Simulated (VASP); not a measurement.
A run of VASP 6.6.1:

Contents of INCAR:

```
PREC = Accurate ; ENCUT = 600
EDIFF = 1E-7 ; ISMEAR = -1
SIGMA = 0.05 ; LREAL = F
LASPH = T ; NELM = 80
ALGO = Normal ; ISIF = 3
LWAVE = F ; LCHARG = F
GGA = RE ; IBRION = 2
NSW = 40 ; EDIFFG = -0.01
```

File KPOINTS:

```
regular mesh
0
Gamma
  8 8 8
```

Contents of POSCAR:

```
Si
1.0
    0.0000000000      2.7218511865      2.7218511865
    2.7218511865      0.0000000000      2.7218511865
    2.7218511865      2.7218511865      0.0000000000
Si
2
Direct
    0.5000000000      0.5000000000      0.5000000000
    0.7500000000      0.7500000000      0.7500000000
```

Potentials or basis: VASP PAW PBE potentials, release 64 (Si).

The run is started by

```console
$ cat potpaw_PBE.64/Si/POTCAR > POTCAR
$ mpirun -np 1 vasp_std > vasp.out
```

Hardware: 1 thread of Intel(R) Xeon(R) Platinum 8488C (Sapphire Rapids) (shared host).

Task: How long does it take, and how much memory?

Result: Run time: 28 s on 1 thread of Intel(R) Xeon(R) Platinum 8488C (Sapphire Rapids), on a shared host, peak memory 0.17 GiB. Counts: scf iterations 28, k points 29, ion steps 3.
